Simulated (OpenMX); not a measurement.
Runs of OpenMX 3.8.5 on Zn. Symmetry: Fm-3m, No. 225, cubic system. The conventional cell has a = 3.930 Å, b = 3.930 Å, c = 3.930 Å, α = 90.00°, β = 90.00°, γ = 90.00°. Around Zn (site symmetry m-3m) lie 12 Zn at 2.78 Å. This isn't the form of Zn at room conditions, which is hcp.

```tsv
task	level	potentials or basis	cell	grid points, held for all volumes	max SCF cycles	gap on the mesh (eV)	pressure (GPa)
single point	PBE	OpenMX 2013 PBE set, Zn6.0H-s3p2d2, grid cutoff 500 Ry	as given	-	100	none	1.7
single point	LDA	OpenMX 2013 LDA set, Zn6.0S-s3p2d1, grid cutoff 500 Ry	cell strained at random at fixed volume	-	100	none	-10.0
single point	PBE	OpenMX 2013 PBE set, Zn6.0H-s3p2d2, grid cutoff 500 Ry	cell strained at random at fixed volume	-	100	none	1.9
atomic charges	PBE	OpenMX 2013 PBE set, Zn6.0S-s3p2d1, grid cutoff 500 Ry	as given	-	100	none	(a)
atomic charges	PBE	OpenMX 2013 PBE set, Zn6.0S-s3p2d2f1, grid cutoff 500 Ry	cell strained at random at fixed volume	-	100	none	-1.5
```

Alike in all rows: no spin polarisation; k mesh 13 × 13 × 13; smearing fermi-dirac 0.05 eV.

Task: Estimate the missing entries.

Result: (a) -1.2.

Caveats: the basis of atomic orbitals isn't converged, which shifts pressures, moduli and gaps; the transition metal has a single d function, too few for pressures, volumes and moments (some runs).

A gap of «none» marks a metal or a gap under the smearing width.

The runs don't all hold the same shells in valence.
